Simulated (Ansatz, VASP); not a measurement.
**Ge in VASP and in Ansatz**

```
CELL_PARAMETERS angstrom
-1.65994 1.65994 1.65994
1.65994 -1.65994 1.65994
1.65994 1.65994 -1.65994
ATOMIC_POSITIONS crystal
Ge 0.00000 0.00000 0.00000
```

Alike in both runs: functional PBEsol; k mesh 24 × 24 × 24; occupations gaussian, width 0.1 eV; no spin polarisation.

Ansatz relaxed the structure, and its values are those at the end. VASP's run is a single point on that final structure, the one shown.

|  | VASP | Ansatz |
| --- | --- | --- |
| version | VASP 6.6.1 | Ansatz 0.2.0 |
| potentials or method | VASP PAW PBE potentials, release 64 (Ge_d) | scalar-relativistic, plane waves, PAW |
| plane-wave cutoff (eV) | 520 | 420 |
| valence electrons in the cell | 14 | 14 |

Ansatz gave:

```
gap on the k mesh at the Fermi level (eV) : none
pressure (GPa)                            : 0.0
```

Question: Which values does VASP return?

Answer: gap on the k mesh at the Fermi level (eV): none; pressure (GPa): -0.1.

A gap of «none» marks a metal or a gap that the smearing closes. With one functional, cell and mesh, what is left measures potentials, basis and numerics.

Caveats: the PAW data sets were made with another functional, which shifts forces and pressure a little (VASP).
